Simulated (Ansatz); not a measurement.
Take a crystal in which N has been replaced by Bi on all its sites, with the cell rescaled by a rough guess (in some cases also distorted within its space group) and nothing relaxed:

```cif
data_structure
_symmetry_space_group_name_H-M 'P 1'
_symmetry_Int_Tables_number 1
_cell_length_a 3.7407
_cell_length_b 3.7407
_cell_length_c 3.7407
_cell_angle_alpha 60.000
_cell_angle_beta 60.000
_cell_angle_gamma 60.000
_cell_volume 37.01
loop_
_atom_site_label
_atom_site_type_symbol
_atom_site_fract_x
_atom_site_fract_y
_atom_site_fract_z
_atom_site_occupancy
Bi1 Bi 0.00000 0.00000 0.00000 1
```

All numbers below come from DFT PBE, scalar-relativistic, plane waves, PAW in Ansatz.

Cutoff 420 eV; k points 14×14×14 on the computed 1-atom cell (Γ-centred); Gaussian smearing, width 0.10 eV; no spin polarisation.

What pressure does the cell carry?

The pressure is -5.5 GPa (positive in compression), so the cell would contract.

Is it a metal on this mesh?

Yes, a band crosses the Fermi level.

Spin-orbit coupling is left out, which matters for the bands of heavy elements.

This fcc form isn't the element's structure at ambient conditions.